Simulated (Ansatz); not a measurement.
All-electron card of NaH

```
CELL_PARAMETERS angstrom
0.00000 2.41556 2.41556
2.41556 0.00000 2.41556
2.41556 2.41556 0.00000
ATOMIC_POSITIONS crystal
Na 0.00000 0.00000 0.00000
H 0.50000 0.50000 0.50000
```

Atom numbers follow the list: Na1, H2.

The structure comes from a relaxation in the same program, started in the rocksalt type, and has space group Fm-3m. Whether it is a known phase or the ground state wasn't checked.

Levels of theory: DFT, PBE, all-electron LAPW, scalar-relativistic (Ansatz 0.2.0); DFT, PBE, PAW with Ansatz's default frozen-core files, scalar-relativistic (Ansatz 0.2.0).

For LAPW: a Γ-centred 12×12×12 k mesh, Fermi–Dirac smearing of 0.08 eV, basis error target 0.5 meV/atom, no spin polarisation. PAW takes a cutoff of 420 eV at this cell. The Ansatz runs share mesh, smearing and spin set-up. Values come from LAPW unless marked.

```
Band gap                                                                                                               : 3.76 eV, indirect from W (0.5, 0.25, 0.75) to L (0.5, 0.5, 0.5)
Smallest direct gap on the path                                                                                        : 4.62 eV
Löwdin charges (with 0.02 e of the cell spilling out of the atomic basis, so their sizes and signs hang on that basis) : Na1 0.60, H2 -0.57 e
Bader charges (from the PAW run)                                                                                       : Na1 +0.80, H2 -0.80 e
Volume per atom                                                                                                        : 14.09 Å³
Pressure at this cell                                                                                                  : 0.3 kbar
```
